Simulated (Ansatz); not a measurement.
Input:

```yaml
crystal:
  lattice:
    - [10.86, 0.0, 0.0]
    - [0.0, 10.86, 0.0]
    - [0.0, 0.0, 10.86]
  atoms:
    - { symbol: Si, position: [0.49791844, -0.00151078, -0.00161635] }
    - { symbol: Si, position: [0.62438769, 0.12393438, 0.12553627] }
    - { symbol: Si, position: [0.7498951, 0.25031638, 0.00056372] }
    - { symbol: Si, position: [0.87619078, 0.37594982, 0.12537665] }
    - { symbol: Si, position: [0.75035846, -0.00034944, 0.2498973] }
    - { symbol: Si, position: [0.87456196, 0.12549774, 0.37532098] }
    - { symbol: Si, position: [0.00202898, -0.00222728, 0.00056401] }
    - { symbol: Si, position: [0.12525171, 0.12477429, 0.12453119] }
    - { symbol: Si, position: [0.24966268, 0.25017737, 0.00018216] }
    - { symbol: Si, position: [0.37479533, 0.37464532, 0.12469629] }
    - { symbol: Si, position: [0.49751708, 0.50234338, 0.00121619] }
    - { symbol: Si, position: [0.6252331, 0.62499909, 0.12488006] }
    - { symbol: Si, position: [0.74963497, 0.75009978, 0.00023367] }
    - { symbol: Si, position: [0.87513153, 0.87446212, 0.12441088] }
    - { symbol: Si, position: [0.24928485, -0.00175597, 0.24813892] }
    - { symbol: Si, position: [0.37521847, 0.12487429, 0.37453798] }
    - { symbol: Si, position: [0.49983921, 0.2497669, 0.24993535] }
    - { symbol: Si, position: [0.62527045, 0.37498952, 0.37502213] }
    - { symbol: Si, position: [0.75073715, 0.50035196, 0.25008229] }
    - { symbol: Si, position: [0.875815, 0.62527924, 0.37433729] }
    - { symbol: Si, position: [0.49963833, -3.992e-05, 0.49944073] }
    - { symbol: Si, position: [0.62509667, 0.12488227, 0.62493975] }
    - { symbol: Si, position: [0.74964251, 0.25018347, 0.50019541] }
    - { symbol: Si, position: [0.87492657, 0.37490643, 0.62469884] }
    - { symbol: Si, position: [0.75071104, 7.163e-05, 0.75040261] }
    - { symbol: Si, position: [0.87571923, 0.12469893, 0.87499422] }
    - { symbol: Si, position: [0.00188664, 0.50226232, -0.00132319] }
    - { symbol: Si, position: [0.12951222, 0.62841934, 0.12096394] }
    - { symbol: Si, position: [0.37266636, 0.87220398, 0.12210749] }
    - { symbol: Si, position: [9.925e-05, 0.24989636, 0.24982014] }
    - { symbol: Si, position: [0.12459006, 0.37573377, 0.37404393] }
    - { symbol: Si, position: [0.25158231, 0.50187929, 0.24833599] }
    - { symbol: Si, position: [0.37438711, 0.62562316, 0.37552231] }
    - { symbol: Si, position: [0.49800421, 0.74851968, 0.24834129] }
    - { symbol: Si, position: [0.62437077, 0.87533656, 0.37414399] }
    - { symbol: Si, position: [0.0001023, 2.025e-05, 0.49973912] }
    - { symbol: Si, position: [0.12456224, 0.12405705, 0.62584116] }
    - { symbol: Si, position: [0.24953918, 0.25038649, 0.50038921] }
    - { symbol: Si, position: [0.37570005, 0.37603771, 0.62584537] }
    - { symbol: Si, position: [0.49973073, 0.50058244, 0.50002413] }
    - { symbol: Si, position: [0.6242404, 0.62452699, 0.62612113] }
    - { symbol: Si, position: [0.74993007, 0.75040817, 0.50038856] }
    - { symbol: Si, position: [0.87617009, 0.87552903, 0.62572557] }
    - { symbol: Si, position: [0.25139754, -0.00177944, 0.75201444] }
    - { symbol: Si, position: [0.37424933, 0.125656, 0.87548087] }
    - { symbol: Si, position: [0.49961057, 0.2500694, 0.75034821] }
    - { symbol: Si, position: [0.62417284, 0.37583653, 0.87456817] }
    - { symbol: Si, position: [0.75016072, 0.50033444, 0.75054755] }
    - { symbol: Si, position: [0.87456159, 0.62574572, 0.87571395] }
    - { symbol: Si, position: [0.00234243, 0.75089318, 0.24760613] }
    - { symbol: Si, position: [0.12541725, 0.8746981, 0.37480651] }
    - { symbol: Si, position: [-3.919e-05, 0.50032421, 0.49948808] }
    - { symbol: Si, position: [0.12513529, 0.62517896, 0.62481963] }
    - { symbol: Si, position: [0.24965715, 0.75019028, 0.50013354] }
    - { symbol: Si, position: [0.37465762, 0.87486614, 0.62452465] }
    - { symbol: Si, position: [-4.56e-06, 0.24984297, 0.7502159] }
    - { symbol: Si, position: [0.12524902, 0.37494072, 0.87520607] }
    - { symbol: Si, position: [0.24903432, 0.50246685, 0.75236871] }
    - { symbol: Si, position: [0.37136785, 0.62890207, 0.87866949] }
    - { symbol: Si, position: [0.49753444, 0.75158985, 0.75231711] }
    - { symbol: Si, position: [0.62535593, 0.87491981, 0.87519982] }
    - { symbol: Si, position: [0.00184683, 0.74879547, 0.75220888] }
    - { symbol: Si, position: [0.12923303, 0.87087036, 0.87852602] }
basis:
  ecutwfc: 420.0
kpoints:
  mp_grid: { grid: [1, 1, 1] }
hamiltonian:
  xc: pbesol
  pseudopotentials: { kind: paw, azcp: { folder: soft_1 } }
scf:
  occupations: { method: fermi_dirac, width: 0.02 }
  lower_state_search: "off"
neb:
  images: 5
  f_tol: 0.05
  initial_path: idpp
  max_iterations: 34
  spring: 2.0
  final_atoms:
    - { symbol: Si, position: [0.49920008, -0.00079992, -0.00032357] }
    - { symbol: Si, position: [0.625, 0.125, 0.125] }
    - { symbol: Si, position: [0.75079992, 0.25079992, -0.00032357] }
    - { symbol: Si, position: [0.87699372, 0.37699372, 0.12627243] }
    - { symbol: Si, position: [0.75079992, -0.00079992, 0.25032357] }
    - { symbol: Si, position: [0.87518528, 0.12480141, 0.37481472] }
    - { symbol: Si, position: [0.00035708, 0.00030415, 0.00035708] }
    - { symbol: Si, position: [0.125, 0.125, 0.125] }
    - { symbol: Si, position: [0.24964292, 0.24969585, 0.00035708] }
    - { symbol: Si, position: [0.37300628, 0.37699372, 0.12372757] }
    - { symbol: Si, position: [0.50030415, 0.50035708, 0.00035708] }
    - { symbol: Si, position: [0.625, 0.625, 0.125] }
    - { symbol: Si, position: [0.74969585, 0.74964292, 0.00035708] }
    - { symbol: Si, position: [0.87699372, 0.87300628, 0.12372757] }
    - { symbol: Si, position: [0.24964292, 0.00030415, 0.24964292] }
    - { symbol: Si, position: [0.37481472, 0.12519859, 0.37481472] }
    - { symbol: Si, position: [0.49920008, 0.25079992, 0.25032357] }
    - { symbol: Si, position: [0.62480141, 0.37518528, 0.37481472] }
    - { symbol: Si, position: [0.74969585, 0.50035708, 0.24964292] }
    - { symbol: Si, position: [0.87699372, 0.62372757, 0.37300628] }
    - { symbol: Si, position: [0.50019275, 0.00019275, 0.50019275] }
    - { symbol: Si, position: [0.625, 0.125, 0.625] }
    - { symbol: Si, position: [0.74980725, 0.24980725, 0.50019275] }
    - { symbol: Si, position: [0.87518528, 0.37518528, 0.62519859] }
    - { symbol: Si, position: [0.74980725, 0.00019275, 0.74980725] }
    - { symbol: Si, position: [0.87518528, 0.12519859, 0.87518528] }
    - { symbol: Si, position: [0.00298782, 0.50298782, 0.00298782] }
    - { symbol: Si, position: [0.24701218, 0.74701218, 0.00298782] }
    - { symbol: Si, position: [0.37300628, 0.87300628, 0.12627243] }
    - { symbol: Si, position: [0.00035708, 0.24969585, 0.24964292] }
    - { symbol: Si, position: [0.12372757, 0.37699372, 0.37300628] }
    - { symbol: Si, position: [0.24701218, 0.50298782, 0.24701218] }
    - { symbol: Si, position: [0.37300628, 0.62627243, 0.37300628] }
    - { symbol: Si, position: [0.50030415, 0.74964292, 0.24964292] }
    - { symbol: Si, position: [0.62519859, 0.87481472, 0.37481472] }
    - { symbol: Si, position: [-0.00032357, -0.00079992, 0.49920008] }
    - { symbol: Si, position: [0.125, 0.125, 0.625] }
    - { symbol: Si, position: [0.25032357, 0.25079992, 0.49920008] }
    - { symbol: Si, position: [0.37481472, 0.37518528, 0.62480141] }
    - { symbol: Si, position: [0.49920008, 0.49967643, 0.49920008] }
    - { symbol: Si, position: [0.625, 0.625, 0.625] }
    - { symbol: Si, position: [0.75079992, 0.75032357, 0.49920008] }
    - { symbol: Si, position: [0.87518528, 0.87481472, 0.62480141] }
    - { symbol: Si, position: [0.25032357, -0.00079992, 0.75079992] }
    - { symbol: Si, position: [0.37481472, 0.12480141, 0.87518528] }
    - { symbol: Si, position: [0.50019275, 0.24980725, 0.74980725] }
    - { symbol: Si, position: [0.62519859, 0.37518528, 0.87518528] }
    - { symbol: Si, position: [0.75079992, 0.49967643, 0.75079992] }
    - { symbol: Si, position: [0.87699372, 0.62627243, 0.87699372] }
    - { symbol: Si, position: [0.00298782, 0.74701218, 0.24701218] }
    - { symbol: Si, position: [0.12627243, 0.87300628, 0.37300628] }
    - { symbol: Si, position: [0.00035708, 0.50035708, 0.50030415] }
    - { symbol: Si, position: [0.125, 0.625, 0.625] }
    - { symbol: Si, position: [0.24964292, 0.74964292, 0.50030415] }
    - { symbol: Si, position: [0.37481472, 0.87481472, 0.62519859] }
    - { symbol: Si, position: [-0.00032357, 0.25079992, 0.75079992] }
    - { symbol: Si, position: [0.12627243, 0.37699372, 0.87699372] }
    - { symbol: Si, position: [0.24964292, 0.50035708, 0.74969585] }
    - { symbol: Si, position: [0.37300628, 0.62372757, 0.87699372] }
    - { symbol: Si, position: [0.49920008, 0.75032357, 0.75079992] }
    - { symbol: Si, position: [0.62480141, 0.87481472, 0.87518528] }
    - { symbol: Si, position: [0.00035708, 0.74964292, 0.74969585] }
    - { symbol: Si, position: [0.12372757, 0.87300628, 0.87699372] }
  order_check: true
```

Command:

```bash
$ ansatz run input.yaml --threads 4 --pin off --max-ram 10240MiB --backend cpu --events-out ev --progress --plain --runs-dir out
```

Hardware: 4 threads of Intel(R) Xeon(R) Processor @ 2.50GHz (Skylake/Cascade Lake) (shared host).

Q: Roughly how long does this run take, and how much memory?

A: 14 min, with a peak of 3.7 GiB, for 8 band iterations.
